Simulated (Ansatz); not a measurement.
# Plane-wave cutoff for the highest zone-centre phonon of zinc-blende and wurtzite SiC in PBE

The decision is which plane-wave cutoff to use when designing an infrared absorber film of SiC for wavelengths near 13 µm. At normal incidence such a film absorbs at its transverse optical phonon, so an error in the phonon frequency displaces the absorption line. The film may grow as zinc-blende or as wurtzite, and one cutoff is to serve both crystals.

The brief allows the cutoff to shift the highest solved zone-centre frequency by at most 1 cm⁻¹ in either crystal. The lowest tabulated cutoff that meets this limit is taken. In wurtzite the highest mode is not one that absorbs, so there the limit tests the basis and not the absorption line itself. The frequencies are PBE values in a fixed cell, and each shift is measured against the 550 eV run of the same crystal. The limit concerns the basis set alone; the error of PBE against experiment is added afterwards.

## Systems and settings

Each crystal was relaxed once at the same functional and then held fixed while the cutoff was changed. Program: Ansatz 0.2.0, plane waves, PBE, default PAW potentials, scalar-relativistic, no spin-orbit coupling, no spin; fixed occupations; phonons by linear response at the zone centre. The k mesh is fixed within a crystal. Times are rough, from shared Arm and x86 server processors. The tabled runs alone: cutoff 250 to 550 eV, k length 28 to 31 Å. Warnings of the programs on runs behind the rows: cutoff below recommended (4 rows).

Notes on method and selection:

- The coarsest settings are below what the program recommends and were run to show the error.
- The reference is the finest run of each crystal, which need not be fully converged.
- Runs that did not converge, have known faults or may not be shown are not listed, and runs on Ansatz's PAW sets soft_1 and soft_2 are kept to separate tables.

Columns:

- cutoff (eV): wave-function cutoff.
- frequency error (%): change of the highest solved phonon frequency against the run with the highest cutoff of the same crystal.
- highest frequency (cm⁻¹): highest solved phonon frequency at the zone centre, no LO-TO term.
- energy error (meV/atom): free energy per atom against the same reference run.
- cost (core-s): processor time of the phonon run, shared machines, rough.

## Results

| member | crystal | cutoff (eV) | frequency error (%) | highest frequency (cm⁻¹) | energy error (meV/atom) | cost (core-s) | remark |
| --- | --- | --- | --- | --- | --- | --- | --- |
| 250 eV | SiC (wurtzite) | 250 | −1.197 | 805.4 | 262.0 | 170 |  |
| 340 eV | SiC (wurtzite) | 340 | 0.292 | 817.5 | 24.1 | 92 |  |
| 420 eV | SiC (wurtzite) | 420 | −0.043 | 814.8 | 1.5 | 110 |  |
| 550 eV | SiC (wurtzite) | 550 | 0.000 | 815.1 | 0.0 | 120 | known phase |
| 250 eV | SiC (zinc-blende) | 250 | 3.118 | 799.1 | 263.2 | 82 |  |
| 340 eV | SiC (zinc-blende) | 340 | −0.067 | 774.4 | 24.1 | 51 |  |
| 420 eV | SiC (zinc-blende) | 420 | −0.014 | 774.8 | 1.4 | 44 |  |
| 550 eV | SiC (zinc-blende) | 550 | 0.000 | 775.0 | 0.0 | 49 | known phase (3C) |

## Why the values move as they do

The frequency error drops from percents to hundredths of a percent between 250 and 420 eV. In zinc-blende SiC the shifts from the 550 eV value are 799.1 − 775.0 = +24.1 cm⁻¹ at 250 eV, −0.6 cm⁻¹ at 340 eV and −0.2 cm⁻¹ at 420 eV. In wurtzite SiC they are 805.4 − 815.1 = −9.7 cm⁻¹, then +2.4 and −0.3 cm⁻¹. These are differences of rounded frequencies, so the last digit may be off by one.

The energy converges differently. Its error is positive at every cutoff below the reference and falls steadily, in wurtzite by a factor of 262.0 / 24.1 = 10.9 in the first step and 24.1 / 1.5 = 16 in the second. A larger basis can only lower the variational energy. The missing short waves are needed mainly for the compact valence orbitals close to the nuclei, carbon 2p above all. This part of the error belongs to the atom more than to its surroundings, which fits the nearly equal energy errors of the two crystals at each cutoff.

A frequency follows from the curvature K of the energy along the vibration, ω = √(K/M), with M the effective mass. An energy error that stays constant while the atoms move drops out of K. Only its variation with displacement remains, and that can have either sign. For zinc-blende at 250 eV, (799.1 / 775.0)^2 = 1.063, so the force constant is 6.3 % too stiff. At 340 eV the energy is still wrong by 24.1 meV/atom, yet the frequency is off by only 0.067 %. The absolute energy error is therefore no direct measure of the phonon error. The electronic part of the dielectric tensor is less sensitive still and hardly changes over the whole range of cutoffs.

## Members off the line

The two 250 eV rows err in opposite directions, +3.118 % in zinc-blende and −1.197 % in wurtzite. The highest mode is the threefold T2 vibration in the first crystal and a B1 vibration in the second, so the errors follow different atomic motions. The smaller wurtzite figure is also flattering: most of its other optical modes rise, and by more than the highest one falls.

The damage shows in the gap between the two crystals' highest modes, which is 815.1 − 775.0 = 40.1 cm⁻¹ at 550 eV but only 805.4 − 799.1 = 6.3 cm⁻¹ at 250 eV. This gap lies between unlike vibrations, one of them silent in the infrared. The infrared-active modes of both crystals rise together at 250 eV, so the distance between their absorption lines changes far less, although each line is misplaced. These rows illustrate a basis that is too small and are unfit for predicting spectra. The 340 eV rows also lie below the recommended cutoff, but their errors are much smaller.

## Choosing a member

At 250 eV both crystals fail the limit of 1 cm⁻¹. At 340 eV zinc-blende passes with a shift of 0.6 cm⁻¹, but wurtzite fails with 2.4 cm⁻¹. At 420 eV both pass, with 0.2 and 0.3 cm⁻¹. The 550 eV runs pass by definition, being the reference.

For the absorber the frequency ν, in cm⁻¹, is converted to a wavelength in µm by λ = 10000 / ν. Zinc-blende gives 10000 / 775.0 = 12.903 µm at 550 eV. The error of 0.014 % at 420 eV displaces this line by 12.903 × 0.00014 = 0.0018 µm. At 250 eV the line would fall at 10000 / 799.1 = 12.514 µm, too short by 12.903 − 12.514 = 0.389 µm. The wurtzite B1 mode is silent in the infrared, so it tests the basis but gives no absorption line. The table therefore does not show the error of the wurtzite absorption lines, but the same runs do. The infrared-active wurtzite modes miss the limit by far at 250 eV, while at 340 eV, as at 420 eV, they stay within 1 cm⁻¹ of their 550 eV values. What fails in wurtzite at 340 eV is the silent B1 mode, not the absorption.

PBE itself tends to place such bond-stretching frequencies too low, by roughly 3 %. That is 775.0 × 0.03 = 23 cm⁻¹, or about 0.4 µm towards too long a wavelength. The error of the 250 eV zinc-blende run has about this size and the opposite sign. Good agreement of that run with a measured line would come from two errors cancelling.

By the limit on the highest mode, the pick is 420 eV, with 550 eV as runner-up. The pick is also the lowest tabulated cutoff that draws no warning from the program. Since the number of plane waves grows as the cutoff to the power 3/2, the runner-up needs (550 / 420)^1.5 = 1.5 times as many. The recorded times do not rise steadily with cutoff and differ by less than a factor of two within each crystal, so they give no measurable price for the higher setting.

The pick would be overturned if a still finer run raised the wurtzite reference by more than 1 − 0.3 = 0.7 cm⁻¹. If the same limit were set on the absorption lines instead, 340 eV would meet it in both crystals, though below the program's recommendation.

## Summary

For these two crystals and potentials, 420 eV reproduces the highest zone-centre frequency of the 550 eV run to within 0.05 %. It is the silent wurtzite mode that rules out 340 eV; the absorption lines alone would stay within the limit there. All this holds for a fixed cell. Relaxing the cell at a low cutoff would add a spurious stress that tends to shrink it and stiffen the phonons.

The largest omitted effect is the long-range electric field of the longitudinal vibration. In SiC it lifts the longitudinal mode above the transverse one by roughly 20 %, far more than any cutoff error in the table. The absorption line at normal incidence stays at the transverse frequency, but at oblique incidence a film can also absorb near the longitudinal one.
